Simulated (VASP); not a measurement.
The system is AlN.

```
Al N
1.0
     3.11300    0.00000    0.00000
    -1.55650    2.69594    0.00000
     0.00000    0.00000    4.98100
Al N
2 2
Direct
  0.66667 0.33333 0.50000
  0.33333 0.66667 0.00000
  0.66667 0.33333 0.88000
  0.33333 0.66667 0.38000
```

Base run:

| Item | Value |
| --- | --- |
| Program | VASP 6.6.1 |
| Functional | HSE03 |
| Potentials or basis | VASP PAW PBE potentials, release 64 (Al, N) |
| Cutoff | 520 eV |
| k mesh | 6 × 6 × 4 |
| Occupations | gaussian, width 0.02 eV |
| Spin | no spin polarisation |

Its results: band gap on the k mesh 5.35 eV, direct; pressure -1.5 GPa; largest force 0.128 eV/Å.

Task: The run is repeated on the same cell with these changes: functional from HSE03 to PBE0. What comes out?

Result: Band gap on the k mesh 6.30 eV, direct; pressure -1.7 GPa; largest force 0.128 eV/Å.

Caveats: the PAW data sets were made with another functional, which shifts forces and pressure a little.

Not every run made on this cell is shown here.
